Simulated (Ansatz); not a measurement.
# Dielectric response of BaS (110) films, part 2 of 5

Aim: the electronic and static ε of rocksalt BaS (110) from films of several thicknesses in a field.

Ansatz 0.2.0; plane-wave DFT, PBEsol, Ansatz PAW (set soft_1); PAW set soft_1 (the session's first sound run).

So far. Step 2 (Relaxing the film, 10 atoms, units 5): The gap is 1.61 eV, with the valence edge 3.76 eV and the conduction edge 2.15 eV under the upper vacuum level.

## (3) Single point on the relaxed film, 10 atoms, units 5

The film was relaxed beforehand; a single point on the relaxed positions gives its levels and potential.

input.yaml reads:

```yaml
crystal:
  lattice:
    - [4.51841233, 0.0, 0.0]
    - [0.0, 6.39, 0.0]
    - [0.0, 0.0, 27.0368246636]
  atoms:
    - { symbol: Ba, position: [0.5, 0.5, 0.3405721282] }
    - { symbol: S, position: [0.5, 0.0, 0.3401772839] }
    - { symbol: Ba, position: [0.0, 0.0, 0.4154723706] }
    - { symbol: S, position: [0.0, 0.5, 0.4152674982] }
    - { symbol: Ba, position: [0.5, 0.5, 0.5000000062] }
    - { symbol: S, position: [0.5, 0.0, 0.4999999981] }
    - { symbol: Ba, position: [0.0, 0.0, 0.5845276321] }
    - { symbol: S, position: [0.0, 0.5, 0.5847325035] }
    - { symbol: Ba, position: [0.5, 0.5, 0.6594278643] }
    - { symbol: S, position: [0.5, 0.0, 0.6598227148] }
kpoints:
  mp_grid: { grid: [6, 4, 1] }
hamiltonian:
  xc: pbesol
  pseudopotentials: { kind: paw, azcp: { folder: soft_1 }, xc_functional: pbe }
scf:
  occupations: { method: fixed }
  convergence: { dr2_threshold: 1.0e-09 }
efield:
  axis: 3
  dipole_correction: true
  ramp_position: 0.97
  ramp_width: 0.06
output:
  eigenvalues: true
  write_potential: true
  write_density: true
  volumetric_format: npy
```

Command:

```bash
$ ansatz run input.yaml --threads 4 --pin off --max-ram 8192MiB --backend cpu --events-out ev --progress --plain --runs-dir out
```

Numbers of over 12 decimals in the logs are rounded to 6 here.

The program printed:

```text
[...]
Crystal: 10 atoms, lattice volume = 780.625 Å³
Basis set: ecut = 420 eV, 15261 PW (Γ)
Bands: 50, of which v1, the nominal top of the filled ones, is band 40 counted from 1 (39 counted from 0)
Symmetry: 4 space group operations
k-points: 12 of 24
[...]
SCF iter   1: F=—  HF=-33761.519004 eV  |F-HF|=—  |Δ(HF+E_count)|=         —  Δρ=2.26e-2  dr2=1.42e1  ethr=3.10e-3  p=0.000 e·Å  D=1.77e-13 V/Å  ΔV_dip=-0.00 eV  dr2_dipole=8.27e-9  V_vac-E_F(+/−)=8.93/8.93 eV  ⟨swp⟩=7.7  Hψ=3028  notcnv=0  defer=98
[...]
SCF iter  12: F=-33757.077275 eV  HF=-33757.077275 eV  |F-HF|=7.06e-10  |Δ(HF+E_count)|=  7.71e-10  Δρ=1.80e-7  dr2=8.36e-10  ethr=1.25e-12  p=0.000 e·Å  D=2.01e-6 V/Å  ΔV_dip=-0.00 eV  dr2_dipole=2.92e-10  V_vac-E_F(+/−)=3.76/3.76 eV  ⟨swp⟩=25.8  Hψ=3685  notcnv=0
SCF 1 converged in 12 iterations: F = -33757.077275 eV  dr2 = 8.36e-10
[...]
SCF converged after 12 iterations
Free energy (F): -33757.077275 eV
[...]
Internal energy: -33757.077275 eV  (E = F + TS)
E sigma→0 (E₀):  -33757.077275 eV
Fermi energy:    0.469047 eV
Dipole field:    D = -0.000010 V/Å  (p = -0.000041 e·Å, saw-weighted, corrected)
Work function:   Φ+ = 3.7638 eV   Φ− = 3.7636 eV
[...]
--- Band table (eV; the first three rows and the last of 12) ---
  k-point 0: bands = [... 36 lower, 0.0839, 0.2106, 0.2529, 0.4690, 2.0804, 2.6097, 2.8858, 3.1698, ... 6 higher]
  k-point 1: bands = [... 36 lower, -0.2743, 0.1529, 0.1964, 0.4059, 2.1596, 2.7965, 3.0067, 3.2105, ... 6 higher]
  k-point 2: bands = [... 36 lower, -0.3211, 0.0988, 0.1411, 0.3484, 2.2592, 2.9696, 3.1402, 3.2662, ... 6 higher]
  k-point 11: bands = [... 36 lower, -0.3141, -0.1066, 0.0403, 0.0751, 3.5305, 3.5555, 3.9134, 3.9227, ... 6 higher]
```

It took 19 s on 4 threads of Arm Neoverse V1, shared host; peak memory 1.4 GiB.

The column dr2 measures how far the density is from self-consistency, as an energy; F and HF (Harris–Foulkes) agree once it is small.

This step gave:

```
dipole along the normal : -4.15e-5 e·Å
```

Running mean over 2.259 Å of the planar mean; the ramp of the sawtooth is left out. Electron's electrostatic potential energy less the highest filled level against z:

```
z (Å)  electron's electrostatic potential energy less the highest filled level (eV)
  3.5                                                                          3.76
  4.0                                                                          3.76
  4.5                                                                          3.76
  5.0                                                                          3.76
  5.5                                                                          3.76
  6.0                                                                          3.74
  6.5                                                                          3.68
  7.0                                                                          3.47
  7.5                                                                          2.63
  8.0                                                                         0.666
  8.5                                                                         -1.49
  9.0                                                                         -2.72
  9.5                                                                         -3.37
 10.0                                                                         -3.93
 10.5                                                                         -3.88
 11.0                                                                         -3.34
 11.5                                                                         -3.02
 12.0                                                                         -2.91
 12.5                                                                         -2.90
 13.0                                                                         -2.97
 13.5                                                                         -3.02
 14.0                                                                         -2.97
 14.5                                                                         -2.90
 15.0                                                                         -2.90
 15.5                                                                         -3.01
 16.0                                                                         -3.31
 16.5                                                                         -3.86
 17.0                                                                         -3.94
 17.5                                                                         -3.42
 18.0                                                                         -2.77
 18.5                                                                         -1.62
 19.0                                                                         0.499
 19.5                                                                          2.51
 20.0                                                                          3.44
 20.5                                                                          3.67
 21.0                                                                          3.74
 21.5                                                                          3.76
 22.0                                                                          3.76
 22.5                                                                          3.76
 23.0                                                                          3.76
 23.5                                                                          3.76
```

The gap is 1.61 eV, with the valence edge 3.76 eV and the conduction edge 2.15 eV under the upper vacuum level.

## (4) Atoms held, 10 atoms, units 5, field 0.1 V/Å

A sawtooth potential applies the field, turning back in the middle of the vacuum. With the dipole correction the typed value is the field outside the slab. The induced dipole is small, so the SCF threshold is tight.

input.yaml, as its differences from that of step 3:

```diff
@@ -23,3 +23,3 @@
   occupations: { method: fixed }
-  convergence: { dr2_threshold: 1.0e-09 }
+  convergence: { dr2_threshold: 1.0e-10 }
 efield:
@@ -27,6 +27,6 @@
   dipole_correction: true
-  ramp_position: 0.97
-  ramp_width: 0.06
+  ramp_position: 0.9372
+  ramp_width: 0.1256
+  amplitude: 0.1
 output:
-  eigenvalues: true
   write_potential: true
```

The program printed:

```text
[...]
Crystal: 10 atoms, lattice volume = 780.625 Å³
Basis set: ecut = 420 eV, 15261 PW (Γ)
Bands: 50, of which v1, the nominal top of the filled ones, is band 40 counted from 1 (39 counted from 0)
Symmetry: 4 space group operations
k-points: 12 of 24
[...]
SCF iter   1: F=—  HF=-33761.527593 eV  |F-HF|=—  |Δ(HF+E_count)|=         —  Δρ=2.26e-2  dr2=1.42e1  ethr=3.10e-3  p=0.190 e·Å  D=4.41e-2 V/Å  ΔV_dip=-1.19 eV  dr2_dipole=3.22e-3  V_vac-E_F(+/−)=9.44/8.34 eV  ⟨swp⟩=7.6  Hψ=2975  notcnv=0  defer=95
[...]
SCF iter  14: F=-33757.084987 eV  HF=-33757.084987 eV  |F-HF|=5.82e-11  |Δ(HF+E_count)|=  1.46e-10  Δρ=4.98e-8  dr2=2.01e-11  ethr=1.00e-12  p=0.154 e·Å  D=3.58e-2 V/Å  ΔV_dip=-0.97 eV  dr2_dipole=2.29e-14  V_vac-E_F(+/−)=4.37/3.05 eV  ⟨swp⟩=23.4  Hψ=3389  notcnv=0
SCF 1 converged in 14 iterations: F = -33757.084987 eV  dr2 = 2.01e-11
[...]
SCF converged after 14 iterations
[...]
Free energy (F): -33757.084987 eV
[...]
Internal energy: -33757.084987 eV  (E = F + TS)
E sigma→0 (E₀):  -33757.084987 eV
Fermi energy:    0.486825 eV
Dipole field:    D = 0.035756 V/Å  (p = 0.154251 e·Å, saw-weighted, corrected)
Work function:   not extracted (applied field tilts the vacuum); planar V_es + V_field profile in the machine report
[...]
--- Band table (eV; the first three rows and the last of 12) ---
  k-point 0: bands = [... 36 lower, 0.1541, 0.1920, 0.2618, 0.4868, 2.0765, 2.5339, 2.9435, 3.1679, ... 6 higher]
  k-point 1: bands = [... 36 lower, -0.2832, 0.1339, 0.2059, 0.4240, 2.1558, 2.7059, 3.0824, 3.2093, ... 6 higher]
  k-point 2: bands = [... 36 lower, -0.3301, 0.0797, 0.1508, 0.3668, 2.2554, 2.8759, 3.2208, 3.2679, ... 6 higher]
  k-point 11: bands = [... 36 lower, -0.3369, -0.0843, -0.0305, 0.1441, 3.4206, 3.6613, 3.9061, 3.9142, ... 6 higher]
```

Wall time 21 s (4 threads); peak memory 1.4 GiB; 79 s of CPU time.

This step gave:

* gap on the k-mesh: 1.589 eV
* dipole along the normal: 0.1543 e·Å

The dipole is 0.154 e·Å, and the gap on the mesh 1.589 eV.

## (5) Single point, 10 atoms, units 5, field -0.1 V/Å

input.yaml, as its differences from that of step 4:

```diff
@@ -29,3 +29,3 @@
   ramp_width: 0.1256
-  amplitude: 0.1
+  amplitude: -0.1
 output:
```

The program printed:

```text
[...]
Crystal: 10 atoms, lattice volume = 780.625 Å³
Basis set: ecut = 420 eV, 15261 PW (Γ)
Bands: 50, of which v1, the nominal top of the filled ones, is band 40 counted from 1 (39 counted from 0)
Symmetry: 4 space group operations
k-points: 12 of 24
[...]
k-point 0: bands = [... 36 lower, 0.1541, 0.1920, 0.2618, 0.4868, 2.0765, 2.5339, 2.9435, 3.1679, ... 6 higher]
  k-point 1: bands = [... 36 lower, -0.2832, 0.1339, 0.2059, 0.4240, 2.1558, 2.7059, 3.0824, 3.2093, ... 6 higher]
  k-point 2: bands = [... 36 lower, -0.3301, 0.0797, 0.1508, 0.3668, 2.2554, 2.8759, 3.2208, 3.2679, ... 6 higher]
  k-point 11: bands = [... 36 lower, -0.3369, -0.0843, -0.0305, 0.1441, 3.4206, 3.6613, 3.9061, 3.9142, ... 6 higher]
[key lines of the parts left out:]
SCF converged after 14 iterations
Free energy (F): -33757.084987 eV
Fermi energy:    0.486826 eV
Dipole field:    D = -0.035756 V/Å  (p = -0.154251 e·Å, saw-weighted, corrected)
```

Wall time 20 s (4 threads); peak memory 1.4 GiB.

The dipole is -0.154 e·Å, and the gap on the mesh 1.589 eV.

## (6) Response with the atoms held, 10 atoms, units 5

This step: plane-wave DFT, PBEsol, Ansatz PAW (set soft_1); response to a field along the normal, atoms held; PAW set soft_1 (Ansatz 0.2.0).

The two fields give this film's response with the atoms held: the electronic part.

Numbers from this step:

| Quantity | Value |
| --- | --- |
| equivalent conductor thickness p/(ε₀AE) | 9.667 Å |
| distance between the outer atoms | 8.642 Å |
| thickness | 11.30 Å |
| inner field over outer field | 0.2104 |
| local ε in the middle | 4.754 |

Local field over the applied field, running mean. From the potentials at -0.1 and 0.1 V/Å; running mean over 2.259 Å, taken twice. Table of local field over applied field by z:

```
z (Å)  local field over applied field
  4.5                           0.994
  5.0                           0.986
  5.5                           0.968
  6.0                           0.932
  6.5                           0.868
  7.0                           0.771
  7.5                           0.644
  8.0                           0.501
  8.5                           0.364
  9.0                           0.255
  9.5                           0.185
 10.0                           0.154
 10.5                           0.155
 11.0                           0.171
 11.5                           0.190
 12.0                           0.204
 12.5                           0.210
 13.0                           0.211
 13.5                           0.210
 14.0                           0.211
 14.5                           0.210
 15.0                           0.205
 15.5                           0.191
 16.0                           0.173
 16.5                           0.156
 17.0                           0.153
 17.5                           0.181
 18.0                           0.248
 18.5                           0.355
 19.0                           0.490
 19.5                           0.634
 20.0                           0.763
 20.5                           0.862
 21.0                           0.929
 21.5                           0.966
 22.0                           0.985
 22.5                           0.993
```

Electrons, planar mean, per unit field. Table of induced electron density by z:

```
z (Å)  induced electron density (e/Å³ per V/Å)
  4.5                                   1.9e-5
  5.0                                   4.7e-5
  5.5                                   1.1e-4
  6.0                                   2.5e-4
  6.5                                   5.4e-4
  7.0                                  0.00112
  7.5                                  0.00205
  8.0                                  0.00294
  8.5                                  0.00204
  9.0                                   6.0e-4
  9.5                                   3.0e-4
 10.0                                  -4.3e-4
 10.5                                  -2.2e-4
 11.0                                  -3.1e-4
 11.5                                  -4.3e-4
 12.0                                  -5.5e-4
 12.5                                   5.0e-4
 13.0                                   5.2e-4
 13.5                                   1.2e-5
 14.0                                  -4.6e-4
 14.5                                  -5.8e-4
 15.0                                   5.1e-4
 15.5                                   4.4e-4
 16.0                                   3.2e-4
 16.5                                   2.2e-4
 17.0                                   4.3e-4
 17.5                                  -2.4e-4
 18.0                                  -5.8e-4
 18.5                                 -0.00188
 19.0                                 -0.00297
 19.5                                 -0.00213
 20.0                                 -0.00117
 20.5                                  -5.7e-4
 21.0                                  -2.6e-4
 21.5                                  -1.2e-4
 22.0                                  -5.0e-5
 22.5                                  -2.1e-5
```

By hand: between -0.1 and 0.1 V/Å the dipole changes by 0.3085 e·Å, a slope of 1.543 e·Å²/V. A perfect conductor of thickness t has p = ε₀AEt, so t = 180.95 × 1.543 / 28.873 = 9.67 Å (e/ε₀ = 180.95 V·Å, A in Å²).

The induced dipole is that of a conductor 9.67 Å thick.

[end of part 2 of 5]

[Logs are printed without paths, hosts, clocks, repeated set-up lines and the standing remarks that a program may print on its own settings, such as how far it seeks lower states.]

[Hosts, paths, dates, database ids (printed as entryN), source tags and the programs' standing remarks are cut or masked in the printed files.]

[Maps of the electrostatic potential energy from Ansatz leave out the sawtooth potential of an applied field or a dipole correction, so their vacuum need not be flat; planar profiles and work functions include it.]
